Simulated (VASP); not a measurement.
Cr, 3 atoms in the cell. The structure is trigonal, space group R-3m (No. 166). Conventional cell: a = 2.466 Å, b = 2.466 Å, c = 19.555 Å, α = 90.00°, β = 90.00°, γ = 120.00°. Around Cr (site symmetry -3m) lie 12 Cr at 2.47 to 2.59 Å. Cr (site symmetry 3m) is surrounded by 12 Cr at 2.47 to 2.60 Å. The cell was built by a generator and needn't be a form met in nature.

| Quantity | Value |
| --- | --- |
| Program | VASP 6.6.1 |
| Task | single point |
| Functional | PBEsol |
| Potentials or basis | VASP PAW PBE potentials, release 64 (Cr_pv) |
| Cutoff | 520 eV |
| k mesh | 9 × 9 × 9 |
| Occupations | gaussian, width 0.1 eV |
| Spin | collinear spin, typed start |
| Starting moments | [1.06, 0.68, 0.68] μB |
| Dipole correction | no |
| Further INCAR settings | ALGO = Normal; EDIFF = 1e-06; NBANDS = 29 |

Potentials or basis: VASP PAW PBE potentials, release 64 (Cr_pv).

Launch:

```bash
$ cat potpaw_PBE.64/Cr_pv/POTCAR > POTCAR
$ mpirun -np 1 vasp_std > vasp.out
```

Hardware: 1 thread of Intel(R) Xeon(R) Platinum 8259CL CPU @ 2.50GHz (Skylake/Cascade Lake), on a shared host.

**Question.** How long does it take, and how much memory?

**Answer.** Run time: 15 min on 1 thread of Intel(R) Xeon(R) Platinum 8259CL CPU @ 2.50GHz (Skylake/Cascade Lake), with other jobs on the host, peak memory 0.49 GiB. Counts: scf iterations 14, k points 85.
